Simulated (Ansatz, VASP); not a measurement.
# S: VASP beside Ansatz

```
S
1.0
    -1.16799    1.16799    3.46653
     1.16799   -1.16799    3.46653
     1.16799    1.16799   -3.46653
S
1
Direct
  0.00000 0.00000 0.00000
```

Alike in both runs: functional PBEsol; k mesh 8 × 8 × 8; occupations gaussian, width 0.1 eV; no spin polarisation.

Ansatz relaxed the structure, and its values are those at the end. VASP's run is a single point on that final structure, the one shown.

|  | VASP | Ansatz |
| --- | --- | --- |
| version | VASP 6.6.1 | Ansatz 0.2.0 |
| potentials or method | VASP PAW PBE potentials, release 64 (S) | scalar-relativistic, plane waves, PAW |
| plane-wave cutoff (eV) | 520 | 420 |
| valence electrons in the cell | 6 | 6 |

```tsv
	VASP	Ansatz	Ansatz less VASP
gap on the k mesh at the Fermi level (eV)	none	none	-
pressure (GPa)	0.0	0.0	0.00
```

A gap of «none» marks a metal or a gap that the smearing closes.

Caveats: the k mesh is coarse (spacing up to 0.48 Å⁻¹), so the values aren't converged; the PAW data sets were made with another functional, which shifts forces and pressure a little (VASP).
